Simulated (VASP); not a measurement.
SiC in VASP 6.6.1, relaxation

INCAR

```
NSW = 40
PREC = Accurate
SIGMA = 0.02
LWAVE = .FALSE.
ISMEAR = -1
EDIFF = 1E-7
NBANDS = 11
GGA = PS
LASPH = .TRUE.
IBRION = 2
ENCUT = 600
NELM = 95
ISIF = 4
LCHARG = .FALSE.
EDIFFG = -5E-3
LREAL = .FALSE.
```

KPOINTS

```
KPOINTS created by Atomic Simulation Environment
0
Gamma
10 10 10
0 0 0
```

POSCAR

```
Si C
 1.0000000000000000
    -0.0000000000000000    2.0292109559734093    2.0292109559734093
     2.0292109559734093   -0.0000000000000000    2.0292109559734093
     2.0292109559734093    2.0292109559734093   -0.0000000000000000
 Si  C
   1   1
Cartesian
  0.0000000000000000  0.0000000000000000 -0.0000000000000000
  2.0292109559734093  2.0292109559734093  2.0292109559734093
```

The recommended PBE PAW datasets give the neutral cell 8 valence electrons.

Command

```
mpirun -np 1 vasp_std
```

OSZICAR

```
N       E                     dE             d eps       ncg     rms          rms(c)
DAV:   1     0.372705742023E+01    0.37271E+01   -0.45157E+03  1090   0.717E+02
DAV:   2    -0.153452340982E+02   -0.19072E+02   -0.17569E+02  1289   0.113E+02
DAV:   3    -0.159309831924E+02   -0.58575E+00   -0.58398E+00  1262   0.152E+01
DAV:   4    -0.159325621898E+02   -0.15790E-02   -0.15788E-02  1158   0.906E-01
DAV:   5    -0.159325657254E+02   -0.35356E-05   -0.35353E-05  1243   0.408E-02    0.807E+00
DAV:   6    -0.146329404299E+02    0.12996E+01   -0.44214E+00  1118   0.948E+00    0.351E+00
DAV:   7    -0.146053334256E+02    0.27607E-01   -0.30248E-01  1193   0.313E+00    0.143E+00
DAV:   8    -0.146015773271E+02    0.37561E-02   -0.15901E-02  1079   0.706E-01    0.335E-01
DAV:   9    -0.146004713227E+02    0.11060E-02   -0.67104E-03  1088   0.369E-01    0.143E-01
DAV:  10    -0.146003577498E+02    0.11357E-03   -0.73073E-04  1094   0.137E-01    0.620E-02
DAV:  11    -0.146003566015E+02    0.11482E-05   -0.17809E-05  1148   0.346E-02    0.755E-03
DAV:  12    -0.146003552064E+02    0.13952E-05   -0.58970E-06  1106   0.116E-02    0.318E-03
DAV:  13    -0.146003550806E+02    0.12580E-06   -0.23467E-07   794   0.305E-03    0.110E-03
DAV:  14    -0.146003550761E+02    0.44796E-08   -0.11218E-08   568   0.715E-04
   1 F= -.14600355E+02 E0= -.14599671E+02  d E =-.146004E+02
```

From OUTCAR

```
k-points           NKPTS =     47   k-points in BZ     NKDIM =     47   number of bands    NBANDS=     11

   NELECT =       8.0000    total number of electrons

   dimension x,y,z NGX =    24 NGY =   24 NGZ =   24
   dimension x,y,z NGXF=    48 NGYF=   48 NGZF=   48

  energy-cutoff  :      600.00
  volume of cell :       16.71
      direct lattice vectors                 reciprocal lattice vectors
     0.000000000  2.029210956  2.029210956    -0.246401193  0.246401193  0.246401193
     2.029210956  0.000000000  2.029210956     0.246401193 -0.246401193  0.246401193
     2.029210956  2.029210956  0.000000000     0.246401193  0.246401193 -0.246401193

 k-points in reciprocal lattice and weights: KPOINTS created by Atomic Simulation Env
   0.00000000  0.00000000  0.00000000       0.001
   0.10000000  0.00000000  0.00000000       0.008
   0.20000000  0.00000000  0.00000000       0.008
   0.30000000  0.00000000  0.00000000       0.008
   0.40000000  0.00000000  0.00000000       0.008
   0.50000000  0.00000000  0.00000000       0.004
   0.10000000  0.10000000  0.00000000       0.006
   0.20000000  0.10000000  0.00000000       0.024
   ...

 E-fermi :  12.1559

 k-point     1 :       0.0000    0.0000    0.0000
  band No.  band energies     occupation
      1      -6.1552      2.00000
      2      12.2457      0.02217
      3      12.2457      0.02217
      4      12.2457      0.02217
      5      19.6260      0.00000
      6      21.1085      0.00000
      7      21.1085      0.00000
      8      21.1085      0.00000
      9      24.8180      0.00000
     10      24.8180      0.00000
     11      24.8180      0.00000

 k-point     2 :       0.1000    0.0000    0.0000
  band No.  band energies     occupation
      1      -5.9130      2.00000
      2      10.9690      2.00000
      3      12.0997      1.88634
      4      12.0997      1.88634
      5      19.8021      0.00000
      6      21.0595      0.00000
      7      21.4354      0.00000
      8      21.4354      0.00000
      9      23.0168      0.00000
     10      23.0168      0.00000
     11      24.6073      0.00000

 k-point     3 :       0.2000    0.0000    0.0000
  band No.  band energies     occupation
      1      -5.1905      2.00000
      2       8.2669      2.00000
      3      11.7768      2.00000
      4      11.7768      2.00000
      5      19.0853      0.00000
      6      20.3115      0.00000
      7      20.3115      0.00000
      8      22.2731      0.00000
      9      23.5735      0.00000
     10      23.5735      0.00000
     11      24.0915      0.00000

 k-point     4 :       0.3000    0.0000    0.0000
  band No.  band energies     occupation
      1      -4.0030      2.00000
      2       5.2982      2.00000
      3      11.4657      2.00000
      4      11.4657      2.00000
      5      18.4737      0.00000
      6      18.7697      0.00000
      7      18.7697      0.00000
      8      22.4852      0.00000
      9      24.8110      0.00000
     10      25.7919      0.00000
     11      25.7919      0.00000

 k-point     5 :       0.4000    0.0000    0.0000
  band No.  band energies     occupation
      1      -2.4002      2.00000
      2       2.5335      2.00000
      3      11.2677      2.00000
      4      11.2677      2.00000
      5      17.7740      0.00000
      6      17.7740      0.00000
      7      18.1547      0.00000
      8      21.9475      0.00000
      9      26.2462      0.00000
     10      28.4085      0.00000
     11      28.4085      0.00000

 ...

  Total       -0.3751939     -0.3751939     -0.3751939     -0.0000000      0.0000000     -0.0000000
  in kB      -35.9711893    -35.9711893    -35.9711893     -0.0000000      0.0000000     -0.0000000
  external PRESSURE =     -35.9711893 kB  Pullay stress =       0.0000000 kB

 POSITION                                       TOTAL-FORCE (eV/Angst)
 -----------------------------------------------------------------------------------
      0.00000      0.00000      0.00000        -0.000000     -0.000000      0.000000
      2.02921      2.02921      2.02921         0.000000      0.000000     -0.000000
 -----------------------------------------------------------------------------------
    total drift:                               -0.000000     -0.000000      0.000000

  FREE ENERGIE OF THE ION-ELECTRON SYSTEM (eV)
  ---------------------------------------------------
  free  energy   TOTEN  =       -14.6003550761 eV

  energy  without entropy=      -14.5989868266  energy(sigma->0) =      -14.59967095
```

It converged. Results: relaxed cell vector lengths 2.870, 2.870, 2.870 Å; relaxed cell volume 16.71 Å³.

For comparison, a separate PBEsol relaxation on usual settings, not on those above, ends at 16.43 Å³.

The run above took about 12 s on one core of a shared host (Intel Xeon Platinum 8488C) and held 0.13 GiB at most.
